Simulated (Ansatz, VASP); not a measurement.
# Two plane-wave programs on Os

```xyz
1
Lattice="0.0000 1.9012 1.9012 1.9012 0.0000 1.9012 1.9012 1.9012 0.0000" Properties=species:S:1:pos:R:3 pbc="T T T"
Os    0.0000    0.0000    0.0000
```

This isn't the form of Os at room conditions, which is hcp.

Alike in both runs: functional LDA; k mesh 18 × 18 × 18; occupations gaussian, width 0.1 eV; no spin polarisation.

Ansatz relaxed the structure, and its values are those at the end. VASP's run is a single point on that final structure, the one shown.

|  | VASP | Ansatz |
| --- | --- | --- |
| version | VASP 6.6.1 | Ansatz 0.2.0 |
| potentials or method | VASP PAW LDA potentials, release 64 (Os) | scalar-relativistic, plane waves, PAW |
| plane-wave cutoff (eV) | 520 | 420 |
| valence electrons in the cell | 8 | 16 |

```tsv
	VASP	Ansatz	Ansatz less VASP
gap on the k mesh at the Fermi level (eV)	none	none	-
pressure (GPa)	1.0	0.0	-1.03
```

A gap of «none» marks a metal or a gap that the smearing closes. The two sets of potentials don't hold the same shells in valence.

Spin-orbit coupling is left out, which matters for the levels of Os.
